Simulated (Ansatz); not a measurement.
Space group Fm-3m (No. 225). a = 7.038 Å, b = 7.038 Å, c = 7.038 Å, α = 90.00°, β = 90.00°, γ = 90.00°
```json
{"atom": "Sr", "site": "4a", "symmetry": "m-3m", "x": "0.0000", "y": "0.0000", "z": "0.0000"}
{"atom": "Cl", "site": "8c", "symmetry": "-43m", "x": "0.2500", "y": "0.7500", "z": "0.7500"}
```

Equation of state of this SrCl2 structure (not necessarily the ground state), with shape and atoms relaxed at each volume where symmetry leaves them free. The calculation used DFT PBE, scalar-relativistic, plane waves, PAW (Ansatz).

Cutoff 420 eV; k points 6×6×6 on the computed 3-atom cell (Γ-centred); Gaussian smearing, width 0.02 eV; no spin polarisation.

```tsv
V (Å³/atom)	E − E(largest V) (meV/atom)	P (GPa)	gap on mesh (eV)
25.570	31.59	5.80	5.44
26.442	5.13	3.98	5.47
27.313	-12.23	2.44	5.48
28.185	-21.89	1.14	5.36
29.057	-25.03	0.04	5.24
29.928	-22.63	-0.90	5.13
30.800	-15.54	-1.69	5.02
31.962	0.00	-2.56	4.88
```

Fit a third-order Birch–Murnaghan equation to E(V).

V0 = 29.09 Å³/atom, B0 = 34 GPa, B0' = 4.5.

Cost: 8 runs of about 0.28 core-minutes in all, on Arm Neoverse V1 (shared hosts).